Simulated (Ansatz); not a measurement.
BN: changing the functional

The cell as given:

The structure is cubic, space group F-43m (No. 216). The conventional cell has a = 3.626 Å, b = 3.626 Å, c = 3.626 Å, α = 90.00°, β = 90.00°, γ = 90.00°. N (site symmetry -43m) is surrounded by 4 B at 1.57 Å. B (site symmetry -43m) has 4 N at 1.57 Å as nearest neighbours.

Kept alike: task relaxation of cell and atoms; k mesh 13 × 13 × 13; occupations fermi-dirac, width 0.05 eV; no spin polarisation. Program: Ansatz, Ansatz PAW. Cutoffs run from 420 to 500 eV. The mesh is that of the run's cell of 2 atoms. No spin-orbit coupling.

```csv
functional,volume (Å³/atom)
BLYP,6.064
LDA,5.738
PBE,5.953
PBEsol,5.860
RPBE,6.047
r2SCAN,5.879
revPBE,6.025
```

The relaxations keep at least the cell's symmetry (F-43m). Relaxations stop with a little pressure left, so the last digits of a volume or edge aren't settled. Ansatz's relaxations hold a Pulay term in the stress (up to 1.4 GPa here). All rows use potentials made for PBE.

Q: What does the functional change here?

A: The volume runs from 5.738 (LDA) to 6.064 Å³/atom (BLYP). From PBE: BLYP +0.111; LDA -0.215; PBEsol -0.093; RPBE +0.094; r2SCAN -0.074; revPBE +0.072. Measured: 5.906 Å³/atom at 295 K (arxiv:cond-mat/0702656); nearest r2SCAN, 0.03 Å³/atom off. The runs are for a static lattice.
